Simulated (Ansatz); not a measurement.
Input and output of a one-shot G0W0 calculation on CdTe (zincblende) (the PAW code Ansatz, G0W0@r2SCAN with 386 empty bands, a screening cutoff of 180 eV and a 4×4×4 mesh). The geometry is the r2SCAN minimum.

Input file:
```yaml
crystal:
  lattice:
    - [0.0, 3.2799551162, 3.2799551162]
    - [3.2799551162, 0.0, 3.2799551162]
    - [3.2799551162, 3.2799551162, 0.0]
  atoms:
    - { symbol: Cd, position: [0.0, 0.0, 0.0] }
    - { symbol: Te, position: [0.25, 0.25, 0.25] }
kpoints:
  mp_grid: { grid: [4, 4, 4] }
hamiltonian:
  xc: r2scan
scf:
  occupations: { method: fixed }
gw:
  n_empty_bands: 386
  ecut_chi: 180
  qp_bands: [v2, c2]
  qp_kpoints: band_edges
  screening: { model: contour_deformation }
```

**Question.** What will the output look like, and what does it show?

**Answer.** The log, with set-up remarks and timings taken out:
```
Functional definition: r2SCAN
Crystal: 2 atoms, lattice volume = 70.572 Å³
Basis set: ecut = 500 eV, 1807 PW (Γ)
Bands: 22, of which v1, the nominal top of the filled ones, is band 18 counted from 1 (17 counted from 0)
Symmetry: 24 space group operations
Space group: F-43m (ITA 216)
k-points: 8 of 64 (time reversal used)
preconditioner: auto → none  [insulator: Δε(μ)=1.115 eV  ℏωp=18.8 eV]
SCF converged after 6 iterations
Free energy (F): -15264.090241 eV
Fermi energy:    6.724485 eV
--- Band table (eV; the first three rows and the last of 8) ---
  k-point 0: bands = […, -1.7773, -1.5272, -1.5272, 6.7245, 6.7245, 6.7245, 7.8767, 11.7886, 11.7886, 11.7886]
  k-point 1: bands = […, -1.5715, -1.5272, -1.5272, 4.1122, 6.3215, 6.3215, 9.0747, 12.3203, 12.3203, 12.4272]
  k-point 2: bands = […, -1.5189, -1.5189, -1.1727, 2.4443, 5.9896, 5.9896, 8.9151, 12.3348, 12.3348, 14.0740]
  k-point 7: bands = […, -1.5536, -1.5258, -0.9588, 2.6911, 4.4854, 4.6367, 11.2605, 11.6670, 12.7673, 13.4420]
--- G₀W₀: contour deformation, 7 samples at zero and on the imaginary axis and 2 off it, 64 q-points, 386 empty bands' worth ---
    ik  band        ε_KS         Σx   Σc(E_QP)       V_xc       Z   E_QP_lin       E_QP  E_QP is
     0    17      6.7245   -17.6873     1.3503   -15.8420  0.7552     6.2196     6.2295  root
     0    18      6.7245   -17.6873     1.3503   -15.8420  0.7552     6.2196     6.2295  root
     0    19      7.8767    -9.0013    -3.8865   -12.7897  0.7778     7.7788     7.7784  root
     0    20     11.7886    -6.4176    -4.0792   -10.4816  0.7610    11.7733    11.7733  root
     1    17      6.3215   -17.1213     1.4349   -15.1678  0.7521     5.7915     5.8029  root
     1    18      6.3215   -17.1213     1.4349   -15.1678  0.7521     5.7915     5.8029  root
     1    19      9.0747    -8.5090    -3.9115   -12.3953  0.7719     9.0495     9.0495  root
     1    20     12.3203    -6.4922    -4.2013   -10.6809  0.7549    12.3076    12.3076  root
     2    17      5.9896   -16.7539     1.5331   -14.6824  0.7488     5.4384     5.4512  root
     2    18      5.9896   -16.7539     1.5331   -14.6824  0.7488     5.4384     5.4512  root
     2    19      8.9151    -8.1437    -3.8572   -11.9827  0.7746     8.8970     8.8970  root
     2    20     12.3348    -6.2370    -4.1166   -10.3363  0.7563    12.3176    12.3176  root
     3    17      5.6962   -16.3302     1.5889   -14.1955  0.7460     5.1367     5.1504  root
     3    18      5.6962   -16.3302     1.5889   -14.1955  0.7460     5.1367     5.1504  root
     3    19      9.9721    -8.8892    -4.0084   -12.9690  0.7640    10.0436    10.0434  root
     3    20     10.4398    -5.9221    -3.7860    -9.5673  0.7756    10.2996    10.2990  root
     6    17      4.9418   -15.5707     1.8315   -13.1647  0.7352     4.3505     4.3673  root
     6    18      4.9418   -15.5707     1.8315   -13.1647  0.7352     4.3505     4.3673  root
     6    19      9.6767    -5.5446    -3.5462    -8.9625  0.7827     9.5488     9.5483  root
     6    20      9.7138    -7.8968    -3.7882   -11.7239  0.7713     9.7526     9.7526  root
```
The trailing digits, and the zero of the energies, depend on the potentials and thresholds.

The rows of the band table are 0: (0, 0, 0) = Γ, 1: (0, 0, 1/4), 2: (0, 0, -1/2), 7: (1/4, -1/2, -1/4).

The points are ik 0 = (0, 0, 0) (Γ), ik 1 = (0, 0, 1/4), ik 2 = (0, 0, -1/2), ik 3 = (0, 1/4, 1/4), ik 6 = (0, -1/2, -1/2); band 18 is the last filled one.

The quasiparticle gap on this mesh is 1.55 eV (direct at Γ), against 1.15 eV from r2SCAN: +0.40 eV. Renormalisation factors Z lie between 0.74 and 0.78. The G0W0 figures hold for the stated bands, cutoff and mesh and aren't extrapolated.

Spin-unpolarised throughout; all numbers are computed.

No spin-orbit coupling is included; it can move band edges with weight on the heavy atoms by tenths of an eV.

With a shallow d shell on the cation, G0W0 converges slowly in bands and cutoff, so these values are in doubt.
